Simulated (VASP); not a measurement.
Here is a VASP 6.6.1 calculation.

POSCAR

```
P                                       
1.0
    1.6829074353      0.9716270637      2.9312544385
   -1.6829074353      0.9716270637      2.9312544385
   -0.0000000000     -1.9432541166      2.9312544382
  P             
     2
Direct
     0.2308205494835041    0.2308205494835041    0.2308205494843982
     0.7691794505164961    0.7691794505164961    0.7691794505156018
```

Contents of INCAR.step1:

```
ALGO = Normal
EDIFF = 1E-5
ENCUT = 520
GGA = PE
ISMEAR = 0
KPAR = 4
LASPH = T
LCHARG = F
LREAL = F
LWAVE = T
NELM = 80
PREC = Accurate
PSTRESS = 74.0
SIGMA = 0.02
```

The input INCAR.step2:

```
ALGO = Normal
EDIFF = 1E-7
EDIFFG = -0.01
ENCUT = 520
GGA = PE
HFSCREEN = 0.2
IBRION = 2
ISIF = 3
ISMEAR = 0
ISTART = 1
KPAR = 4
LASPH = T
LCHARG = F
LHFCALC = T
LREAL = F
LWAVE = F
NELM = 80
NSW = 80
PREC = Accurate
PRECFOCK = Fast
PSTRESS = 74.0
SIGMA = 0.02
```

The input KPOINTS:

```
k-points
0
Gamma
  6 6 6
```

Potentials or basis: VASP PAW PBE potentials, release 64 (P).

Command:

```bash
$ cat potpaw_PBE.64/P/POTCAR > POTCAR
$ cp INCAR.step1 INCAR
$ mpirun -np 4 vasp_std > vasp.out
$ cp INCAR.step2 INCAR
$ mpirun -np 4 vasp_std > vasp.out
```

(1) Estimate the band gap on the k mesh.

## Answers

(1) none (metal or under the smearing width).

Caveat: the k mesh is coarse (spacing up to 0.38 Å⁻¹), so the values aren't converged, least of all with exact exchange; the relaxation stopped at its first step, so nothing moved.
